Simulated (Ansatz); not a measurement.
Start of a relaxation of Ge:

Space group I4_122 (No. 98). a = 7.206 Å, b = 7.206 Å, c = 4.309 Å, α = 90.00°, β = 90.00°, γ = 90.00°
```csv
atom,site,symmetry,x,y,z
Ge,4b,2.22,0.0000,0.0000,0.5000
Ge,8f,.2.,0.2500,0.4502,0.3750
```

Computed with DFT PBE, scalar-relativistic, plane waves, PAW (Ansatz 0.2.0). Cutoff 420 eV, Gaussian smearing, Γ-centred meshes. Cell and atoms relax first on a coarse mesh and then on a finer one. In between, the cell is made exact in the group found at 0.06 Å. In metals the finer mesh still leaves noise of several meV/atom or more. The steps can't lower the symmetry of their start. No spin polarisation.

A guess keeps its type if space group and coordination stay and the shape of the cell changes little (axis ratios within about 15 %, angles within 6°); the volume may change.

Problem. Does it keep its structure type, or change into something else?

Solution. It keeps its type. The symmetry stays I4_122 (No. 98). The volume per atom grows by 17.2 %, from 18.6 to 21.9 Å³. The shortest distance goes from 2.31 Å (Ge–Ge) to 2.57 Å (Ge–Ge). The ratio c/a of the conventional cell changes by a factor of 1.02. Counting neighbours within 15 % of an atom's shortest distance, the start has Ge 4 and the end Ge 4.

Energies count from the standard state of Ge at the same level.

Problem. At what energy does it end?

Solution. +0.30 eV/atom. So it is a metastable form at best.

The last run used a 10×10×10 mesh for its 6-atom cell and Gaussian smearing of 0.10 eV. Symmetry constrained the relaxation, so the result can be a saddle point. Another cell of Ge relaxed alike, in Cmmm, lies 251 meV/atom lower, so this cell isn't the stable form at this level.
